Q: I computed the same AlNi crystal with five density functionals, and each gave me a different size and a different stiffness. What should I make of the pattern?

FLEUR MaX-R8.1 (later development tree), all-electron LAPW DFT of AlNi (Pm-3m, 2 atoms per cell), collinear spins started ferromagnetic, no spin-orbit coupling or dispersion correction, 9 × 9 × 9 k mesh, Fermi-Dirac smearing 0.05 eV. Fits use energies at five scaled volumes (seven for PBE); volume changes are relative to the given cell, 11.96 Å³/atom.

| functional | equilibrium volume (Å³/atom) | equilibrium volume change (% of the given cell) | bulk modulus (GPa) | bulk modulus slope |
| --- | --- | --- | --- | --- |
| PBE | 12.099 | 1.190 | 159.60 | 4.370 |
| RPBE | 12.392 | 3.650 | 149.80 | 4.360 |
| AM05 | 11.708 | -2.080 | 171.60 | 4.020 |
| SCAN | 11.570 | -3.230 | 184.80 | 4.500 |
| WC | 11.750 | -1.730 | 172.30 | 4.380 |

A: Start with what you see in the two main columns.

Q: The equilibrium volume grows from SCAN through AM05, WC and PBE to RPBE, by about 7% in all. The bulk modulus, the resistance to uniform compression, mostly runs the other way and spans 35 GPa. AM05 and WC break the order slightly. Is the rule simply that a smaller crystal is a stiffer one?

A: That is half of it. Atoms pushed closer together repel each other more and more steeply, so a solid stiffens under compression. But that describes one energy curve followed to smaller volume, whereas you have five curves. Compare them at the same volume, that of your input cell.

Q: Then the picture turns over. RPBE, the softest at its own minimum, becomes the stiffest at about 177 GPa, with PBE next at 170. The three functionals that gave small, stiff crystals now lie together near 160 GPa.

A: So RPBE's low modulus comes from the larger cell in which it is evaluated. At a fixed volume its curve is the most strongly bent of the five. Two things need explaining: why the minima shift, and why the bending changes in the opposite sense.

Q: Why do the minima shift?

A: Take PBE as the reference and subtract its energy curve from each of the others. What remains is a large constant offset, which has no effect on volume or stiffness, and a gentle slope with volume. A slope in energy against volume is a pressure. RPBE therefore acts like PBE with an extra outward push of 3.9 GPa, while WC, AM05 and SCAN add inward pulls of about 5 to 8 GPa.

Q: Where does such a push come from physically?

A: For RPBE and WC the source can be narrowed down, because they share PBE's correlation and differ from it only in exchange. All three lower the exchange energy where the density varies rapidly for its local value, a ratio called the reduced gradient. At a reduced gradient of 1, the gain over a uniform electron gas is about 14% in WC, 17% in PBE and 19% in RPBE. That is the order of their volumes.

Q: And why should a larger gain favour a larger cell?

A: When the lattice expands, the density between the atoms thins out and the reduced gradient there tends to rise. A functional that rewards gradients more strongly then gains more from expansion. This is the standard argument; your runs show the pressures but not which regions of the crystal produce them. AM05 also changes correlation, and SCAN uses the kinetic-energy density as well, so their pulls can't be assigned to exchange alone.

Q: That gives me the volumes. Why does the bending change too?

A: Because the extra pressure isn't constant: it weakens as the crystal expands. A plausible reason is that the functionals disagree about how neighbouring atoms overlap, and the overlap dwindles with distance. Now imagine squeezing the RPBE crystal. The outward push grows and resists you, so the crystal is stiffer than PBE at the same volume. With an inward pull, squeezing strengthens the pull and helps you, so the crystal is softer.

Q: So the two effects oppose each other in every row?

A: Yes, relative to PBE. An outward push enlarges the cell, which softens it, but the fading of the push restores part of the stiffness. An inward pull does the reverse. The volume effect is the larger one in all four cases, which is why your table still looks like "smaller means stiffer".

Q: Can I put numbers on that?

A: Call the extra outward pressure P, the bulk modulus B, and its slope B′, the change of B for each unit of applied pressure. Then

B ≈ B(PBE) − B′(PBE) · P + C

where C is the curvature part, the stiffness added or removed because P changes with volume. Try RPBE.

Q: First the volume: 3.9 GPa against a modulus of 160 GPa should expand the crystal by about 2.4%, and that is the shift from PBE in my results. For the modulus, the larger cell costs 4.37 × 3.875 ≈ 16.9 GPa and the curvature returns 7.1 GPa. So B ≈ 159.6 − 16.9 + 7.1 = 149.8 GPa, which is the value in the table.

A: Good, but be clear about what you have tested. No coefficient was adjusted, yet P and C come from RPBE's own energies, so this is not a forecast. It shows that the difference between the two functionals can be reduced to a push and its fading. The output below gives the same split for every row: the moduli come out within 1.4 GPa and the volumes within about 0.02 Å³/atom.

Q: SCAN still looks odd. Its volume is only about 1% below AM05's, but its modulus is 13 GPa higher.

A: SCAN has the strongest inward pull, so it gains most from compression, about 33 GPa against 24 GPa for AM05. Its pull also fades more slowly in proportion, so the softening that comes with it is no larger than AM05's. Together these account for about 10 of the 13 GPa; the rest is what the model misses in these two rows. The outputs don't show whether SCAN's density was computed with SCAN itself. Nor do they give the final magnetic moments of any of the five runs, which all started ferromagnetic, so that all ended in the same magnetic state is assumed here. I wouldn't read more into SCAN's curve.

Q: And AM05, which is smaller than WC but not stiffer?

A: Leave that one without a cause. The two moduli differ by 0.7 GPa, less than the model's miss for AM05. The AM05 energies also follow their fitted curve about seven times less closely than those of WC, with five volumes fixing four parameters. The same weakness affects AM05's low modulus slope of 4.02, which I wouldn't treat as a property of the functional.

Q: If I try another functional on this crystal, what should I look for?

A: Ask whether it pushes outward or pulls inward relative to PBE; its energies at two or three volumes, less PBE's at the same volumes, will tell you. In your four cases, each GPa of outward push lowered the final modulus by roughly 2 to 3 GPa, and each GPa of pull raised it by as much. Also state the volume at which you quote a stiffness. If you fix the cell at a chosen lattice constant, you remove the volume effect and keep only the opposing one, and the ranking of RPBE is reversed.

Q: Does any of this tell me which functional is right?

A: No. The volume changes in your table are counted from the input cell, and the outputs don't say whether that cell was measured. What you have is an account of how the functionals' differences in volume and stiffness are linked. Where the extra pressures come from is only partly traced.

The analysis program printed:

```
Volumes:
   row  extra outward pressure GPa  predicted volume A3/atom  computed volume A3/atom  miss A3/atom  cell edge A
   PBE                           0                      12.1                     12.1             0        2.892
  RPBE                       3.875                     12.41                    12.39       0.02155        2.916
  AM05                      -5.449                     11.72                    11.71       0.01201        2.861
  SCAN                      -7.582                     11.59                    11.57       0.01782         2.85
    WC                      -4.835                     11.76                    11.75      0.009614        2.864
Moduli in GPa:
   row  volume part  curvature part  predicted modulus  computed modulus      miss  modulus at common volume
   PBE            0               0              159.6             159.6         0                     169.7
  RPBE       -16.93           7.072              149.7             149.8  -0.06094                     176.8
  AM05        23.81          -10.42                173             171.6     1.392                     159.3
  SCAN        33.13          -9.306              183.4             184.8    -1.371                     160.4
    WC        21.13          -8.561              172.2             172.3   -0.1312                     161.2
Changes from PBE:
   row  volume change %  modulus change GPa
   PBE                0                   0
  RPBE            2.422                -9.8
  AM05           -3.232                  12
  SCAN           -4.372                25.2
    WC           -2.885                12.7
Spread of volumes, largest over smallest, %: 7.105
Spread of moduli at own minima, GPa: 35
Spread of moduli at the common volume, GPa: 17.49
WC modulus less AM05 modulus, GPa: 0.7
Power of volume with which the RPBE extra pressure fades: 1.825
Power of volume with which the WC extra pressure fades: 1.771
Power of volume with which the AM05 extra pressure fades: 1.913
Power of volume with which the SCAN extra pressure fades: 1.227
PBE exchange gain at reduced gradient 1, %: 17.25
RPBE exchange gain at reduced gradient 1, %: 19.23
WC exchange gain at reduced gradient 1, %: 13.81
```
